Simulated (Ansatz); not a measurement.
## Pt: strain energy, fitted

Pt, Fm-3m, a = 3.940 Å. Ansatz: r2SCAN, PAW, 500 eV, Γ-centred 18×18×14 mesh on 2 atoms, Gaussian smearing 0.10 eV; no spin polarisation. Series: equal strain along all axes, cell held, atoms fixed by symmetry; x is the strain in per cent. y is the free energy over the unstrained cell, V0 = 15.293 Å³/atom.

| x (%) | y (meV/atom) |
| --- | --- |
| -3.0 | ? |
| -2.0 | 50.78 |
| -1.0 | 12.07 |
| 0.0 | 0.00 |
| 1.0 | 11.28 |
| 2.0 | 42.92 |
| 3.0 | 92.22 |

**Question.** Fit y = c2 x² + c3 x³ to the other rows, turn c2 into a modulus, and predict the missing energy.

**Answer.** Least squares on the rows shown. y = 11.712 x² − 0.48859 x³. In eV per unit strain² c2 is 117.1; the stiffness is B for this strain (E = 9/2 B V0 ε², shape held): 2 × 117.1 × 160.2 / (9 × 15.293) = 273 GPa. At x = -3.0 the fit asked for gives 118.60 meV/atom. The run gave 119.76 meV/atom, so the fit is 1.16 meV/atom too low, 0.97 % of the span of the series, against an rms of 0.07 meV/atom on the fitted rows. The row lies outside the fitted range. With a term in x⁴ added, a fit to the same known rows predicts 118.71 meV/atom, no real gain.

Spin–orbit coupling is left out, which can shift energies with elements as heavy as these.